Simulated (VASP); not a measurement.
A run of VASP 6.6.1:

File INCAR:

```
PREC = Accurate
ENCUT = 600
EDIFF = 1E-6
ISMEAR = 0
SIGMA = 0.03
LREAL = F
LASPH = T
NELM = 80
ALGO = Normal
ISIF = 3
LWAVE = F
LCHARG = F
GGA = PS
IBRION = 2
NSW = 90
EDIFFG = -0.01
```

KPOINTS

```
Automatic mesh
0
Gamma
  10 10 10
```

Contents of POSCAR:

```
HgTe
1.0
    0.0000000000      3.2145000000      3.2145000000
    3.2145000000      0.0000000000      3.2145000000
    3.2145000000      3.2145000000      0.0000000000
Hg Te
1 1
Direct
    0.0000000000      0.0000000000      0.0000000000
    0.2500000000      0.2500000000      0.2500000000
```

Potentials or basis: VASP PAW PBE potentials, release 64 (Hg, Te).

The run is started by

```sh
$ cat potpaw_PBE.64/Hg/POTCAR potpaw_PBE.64/Te/POTCAR > POTCAR
$ mpirun -np 1 vasp_std > vasp.out
```

Hardware: 1 thread of AMD EPYC 7R13 Processor (Zen 3), with other jobs on the host.

Estimate the wall time of this run.

Wall time 83 s on 1 thread of AMD EPYC 7R13 Processor (Zen 3), on a shared host, peak memory 0.21 GiB. Counts: scf iterations 30, k points 47, ion steps 3.
